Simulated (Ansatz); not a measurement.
**In$_{3}$Sb (Pm-3m)**

These are results of DFT r2SCAN, scalar-relativistic, plane waves, PAW in Ansatz, not measurements.

Plane waves to 500 eV, a k mesh through Γ of 10×10×10 on the computed 4-atom cell and Gaussian smearing (0.10 eV); no spin polarisation.

The structure is relaxed at this level of theory with its symmetry kept. Whether it is the stable form of this composition wasn't checked.

```
In Sb
1.0
     4.78636    0.00000    0.00000
     0.00000    4.78636    0.00000
     0.00000    0.00000    4.78636
In Sb
3 1
Direct
  0.50000 0.50000 0.00000
  0.50000 0.00000 0.50000
  0.00000 0.50000 0.50000
  0.00000 0.00000 0.00000
```

| Item | Value |
| --- | --- |
| Space group | Pm-3m (No. 221) |
| Volume per atom | 27.41 Å³ |
| Formation energy from the elements' standard states (uncorrected) | +0.054 eV/atom |
| Generalised Kohn–Sham band gap | none (metal) |
| Density of states at the Fermi level | 1.78 states/eV per cell |
| Löwdin character within 0.5 eV of the Fermi level | Sb 5p 36 %, In 5p 33 %, In 5s 27 % |
| Bulk modulus | 40 GPa |
| Its pressure derivative | 5.0 |
| Bader charges (e) | In (3 in the cell) 0.18, Sb (1 in the cell) -0.54 |

Spin-orbit coupling is left out, which matters for the bands of heavy elements.